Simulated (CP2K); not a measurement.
Cl:

```xyz
4
Lattice="3.8670 0.0000 0.0000 1.2487 3.6598 0.0000 0.0000 0.0000 8.2100" Properties=species:S:1:pos:R:3 pbc="T T T"
Cl    2.2174    2.3057    3.2840
Cl    1.5890    3.1841    7.3890
Cl    2.8982    1.3541    4.9260
Cl    3.5266    0.4758    0.8210
```

Program: CP2K 2026.2. Alike in all runs: no spin polarisation; cell as given; k mesh 7 × 7 × 4.

Order these runs on this cell by their pressure, lowest first.
A. level r2SCAN; potentials or basis POTENTIAL_UZH Cl GTH-SCAN-q7; TZVP-MOLOPT-SCAN-GTH basis; smearing fermi-dirac 0.01 eV; NGRIDS 4; basis sets Cl TZVP-MOLOPT-SCAN-GTH-q7; potentials Cl GTH-SCAN-q7 of POTENTIAL_UZH; points a segment of the path (NPOINTS) 10; bands added on the path 6
B. level LDA; potentials or basis GTH_POTENTIALS Cl GTH-PADE-q7; TZVP-MOLOPT-PBE-GTH basis; smearing fermi-dirac 0.0259 eV; NGRIDS 4; basis sets Cl TZVP-MOLOPT-PBE-GTH-q7; potentials Cl GTH-PADE-q7 of GTH_POTENTIALS; points a segment of the path (NPOINTS) 6; bands added on the path 4
C. level BEEF-vdW; potentials or basis POTENTIAL_UZH Cl GTH-PBE-q7; TZVP-MOLOPT-PBE-GTH basis; smearing fermi-dirac 0.05 eV; NGRIDS 5; basis sets Cl TZVP-MOLOPT-PBE-GTH-q7; potentials Cl GTH-PBE-q7 of POTENTIAL_UZH

B (-2.0 GPa), A (-0.2 GPa), C (1.4 GPa).

Caveats: the basis of atomic orbitals isn't converged, which shifts pressures, moduli and gaps; the potentials were made for another functional, which shifts forces and pressure (some runs).

Not every run made on this cell is shown here.
